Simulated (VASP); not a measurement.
Input of a VASP 6.6.1 run:

File INCAR:

```
ALGO = Normal ; EDIFF = 1E-5
EDIFFG = -0.03 ; ENCUT = 350
GGA = PS ; IBRION = 2
ISIF = 2 ; ISMEAR = 0
ISPIN = 2 ; KPAR = 2
LASPH = True ; LCHARG = False
LDAU = True ; LDAUJ = 0 0
LDAUL = 2 -1 ; LDAUPRINT = 1
LDAUTYPE = 2 ; LDAUU = 4 0
LMAXMIX = 4 ; LORBIT = 11
LREAL = Auto ; LWAVE = False
MAGMOM = 4 0 0 0 0 0 0 0 0 0 0 0 0 0 0 0 0 0 0 0 0 0 0 0 ; NELM = 120
NSW = 40 ; PREC = Accurate
SIGMA = 0.03
```

File KPOINTS:

```
k-points
0
Gamma
  2 2 2
```

File POSCAR:

```
FeGe23
1.0
    0.0000000000      8.4863100000      8.4863100000
    5.6575400000      0.0000000000      5.6575400000
    5.6575400000      5.6575400000      0.0000000000
Fe Ge
1 23
Direct
    0.0000000000      0.0000000000      0.0000000000
    0.0000000000      0.0000000000      0.5000000000
    0.0000000000      0.5000000000      0.0000000000
    0.0000000000      0.5000000000      0.5000000000
    0.3333330000      0.0000000000      0.0000000000
    0.3333330000      0.0000000000      0.5000000000
    0.3333330000      0.5000000000      0.0000000000
    0.3333330000      0.5000000000      0.5000000000
    0.6666670000      0.0000000000      0.0000000000
    0.6666670000      0.0000000000      0.5000000000
    0.6666670000      0.5000000000      0.0000000000
    0.6666670000      0.5000000000      0.5000000000
    0.0833333333      0.1250000000      0.1250000000
    0.0833333333      0.1250000000      0.6250000000
    0.0833333333      0.6250000000      0.1250000000
    0.0833333333      0.6250000000      0.6250000000
    0.4166663333      0.1250000000      0.1250000000
    0.4166663333      0.1250000000      0.6250000000
    0.4166663333      0.6250000000      0.1250000000
    0.4166663333      0.6250000000      0.6250000000
    0.7500003333      0.1250000000      0.1250000000
    0.7500003333      0.1250000000      0.6250000000
    0.7500003333      0.6250000000      0.1250000000
    0.7500003333      0.6250000000      0.6250000000
```

Potentials or basis: VASP PAW PBE potentials, release 64 (Fe, Ge_d).

Command:

```sh
$ cat potpaw_PBE.64/Fe/POTCAR potpaw_PBE.64/Ge_d/POTCAR > POTCAR
$ mpirun -np 4 vasp_std > vasp.out
```

Question: What does it give for the band gap on the k mesh?

Answer: None (metal or under the smearing width).

Question: Predict the net moment.

Answer: 2.75 μB per cell.

Eigenvalues of the final occupation matrices:
```csv
site,spin,trace,eigenvalues
site 1 d,1,4.58,0.89 0.89 0.92 0.93 0.93
site 1 d,2,1.67,0.02 0.02 0.16 0.73 0.74
```

Caveat: the k mesh is coarse (spacing up to 0.48 Å⁻¹), so the values aren't converged; the U is typed as a test and isn't derived for this compound. The state reached can hang on the start; a lower one may exist.
